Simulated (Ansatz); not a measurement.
Input and command of a calculation in Ansatz (plane waves; scalar-relativistic PAW potentials unless the input names others):

```yaml
crystal:
  lattice:
    - [0.0, 2.013543518, 2.013543518]
    - [2.013543518, 0.0, 2.013543518]
    - [2.013543518, 2.013543518, 0.0]
  atoms:
    - { symbol: Pt, position: [0.0, 0.0, 0.0] }
basis:
  ecutwfc: 420
kpoints:
  mp_grid: { grid: [1, 1, 1] }
hamiltonian:
  xc: lda
scf:
  occupations: { method: gaussian, width: 0.1 }
  max_iter: 50
output:
  forces: true
  eigenvalues: true
  stress: true
```

```bash
ansatz run input.yaml --threads 1 --pin off --max-ram 1331MiB --backend cpu --events-out ev --progress --plain --runs-dir out
```

Abridged log:
```
Basis set: ecut = 420 eV, 331 PW (Γ)
Bands: 13, of which v1, the nominal top of the filled ones, is band 9 counted from 1 (8 counted from 0)
Symmetry: 48 space group operations
k-points: 1
SCF iter   1: F=—  HF=-12253.768409 eV  |F-HF|=—  |Δ(HF+E_count)|=         —  Δρ=1.31e-1  dr2=6.33e-1  ethr=1.77e-3  ⟨swp⟩=5.0  Hψ=71  notcnv=0
SCF iter   2: F=—  HF=-12253.629562 eV  |F-HF|=—  |Δ(HF+E_count)|=   1.39e-1  Δρ=7.35e-2  dr2=2.23e-1  ethr=1.77e-3  ⟨swp⟩=1.0  Hψ=21  notcnv=0
SCF iter   3: F=—  HF=-12253.563488 eV  |F-HF|=—  |Δ(HF+E_count)|=   6.61e-2  Δρ=7.06e-3  dr2=5.68e-3  ethr=1.24e-3  ⟨swp⟩=2.0  Hψ=22  notcnv=0
SCF iter   4: F=—  HF=-12253.561544 eV  |F-HF|=—  |Δ(HF+E_count)|=   1.94e-3  Δρ=1.43e-3  dr2=1.49e-4  ethr=3.16e-5  ⟨swp⟩=3.0  Hψ=31  notcnv=0
SCF iter   5: F=—  HF=-12253.561527 eV  |F-HF|=—  |Δ(HF+E_count)|=   1.66e-5  Δρ=1.80e-4  dr2=2.34e-6  ethr=8.30e-7  ⟨swp⟩=2.0  Hψ=19  notcnv=0
SCF iter   6: F=—  HF=-12253.561496 eV  |F-HF|=—  |Δ(HF+E_count)|=   3.08e-5  Δρ=1.42e-5  dr2=1.26e-8  ethr=5.56e-10  ⟨swp⟩=3.0  Hψ=51  notcnv=0
SCF iter   7: F=-12253.561496 eV  HF=-12253.561496 eV  |F-HF|=1.09e-11  |Δ(HF+E_count)|=  2.66e-10  Δρ=6.27e-7  dr2=2.91e-11  ethr=7.02e-11  ⟨swp⟩=2.0  Hψ=40  notcnv=0
SCF 1 converged in 7 iterations: F = -12253.561496 eV  dr2 = 2.91e-11
SCF converged after 7 iterations
Free energy (F): -12253.561496 eV
Harris-Foulkes:  -12253.561496 eV  (|F-HF|=1.09e-11)
Internal energy: -12253.448659 eV  (E = F + TS)
E sigma→0 (E₀):  -12253.505078 eV
Entropy (-TS):   -0.112838 eV (-112.838 meV/atom)
Fermi energy:    18.956434 eV
--- Forces (eV/Å), atoms counted from 1 ---
  atom   1  Pt     0.00000000     0.00000000     0.00000000
--- Stress (GPa, compression-positive) ---
      -60.961912       0.000000       0.000000
        0.000000     -60.961912       0.000000
        0.000000       0.000000     -60.961912
  P = ⅓ Tr σ = -60.9619 GPa (-609.619 kbar)
```

Task: Find the fault.

Result: The fault is one k-point for a small cell (kpoints.mp_grid.grid: [18, 18, 18] → [1, 1, 1], the first being the value of the sound run). Setting it back cures it. The run converged all the same, with an energy at zero smearing 8.7 eV/atom below the reference's, pressure -60.96 GPa, largest force 0.000 eV/Å, no gap on the mesh, so convergence alone doesn't show that an input is right. A reference run from the same start on usual settings converged with pressure -23.64 GPa, largest force 0.000 eV/Å, no gap on the mesh.